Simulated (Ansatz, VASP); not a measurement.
# One calculation of Sr, two programs

INCAR

```
SYSTEM = Sr
PREC = Accurate
ENCUT = 520
EDIFF = 1E-6
ISMEAR = 0
SIGMA = 0.15
LREAL = .FALSE.
LASPH = .TRUE.
NELM = 80
ALGO = Fast
ISIF = 2
LWAVE = .FALSE.
LCHARG = .TRUE.
GGA = PE
LELF = .TRUE.
LVHAR = .TRUE.
NBANDS = 11
```

File KPOINTS:

```
Automatic mesh
0
G
  16 16 16
  0 0 0
```

File POSCAR:

```
Sr
1.0
    0.0000000000      2.7105621639      3.8327348998
    2.7105621639      0.0000000000      3.8327348998
    2.7105621639      2.7105621639      0.0000000000
Sr
1
Direct
    0.0000000000      0.0000000000      0.0000000000
```

Input for Ansatz:

```yaml
crystal:
  lattice:
    - [0.0, 2.7105621639, 3.8327348998]
    - [2.7105621639, 0.0, 3.8327348998]
    - [2.7105621639, 2.7105621639, 0.0]
  atoms:
    - { symbol: Sr, position: [0.0, 0.0, 0.0] }
basis:
  ecutwfc: 420
kpoints:
  mp_grid: { grid: [16, 16, 16] }
hamiltonian:
  xc: pbe
scf:
  occupations: { method: gaussian, width: 0.15 }
output:
  forces: true
  stress: true
  eigenvalues: true
```

Alike in both runs: task single point; functional PBE; k mesh 16 × 16 × 16; occupations gaussian, width 0.15 eV; no spin polarisation.

|  | VASP | Ansatz |
| --- | --- | --- |
| version | VASP 6.6.1 | Ansatz 0.2.0 |
| potentials or method | VASP PAW PBE potentials, release 64 (Sr_sv) | scalar-relativistic, plane waves, PAW |
| plane-wave cutoff (eV) | 520 | 420 |
| valence electrons in the cell | 10 | 10 |

|  | VASP | Ansatz | Ansatz less VASP |
| --- | --- | --- | --- |
| gap on the k mesh at the Fermi level (eV) | none | none | - |
| pressure (GPa) | -0.2 | -0.2 | -0.01 |
| largest component of the traceless stress (GPa) | 3.03 | 3.03 | -0.003 |

A gap of «none» marks a metal or a gap that the smearing closes. With one functional, cell and mesh, what is left measures potentials, basis and numerics.
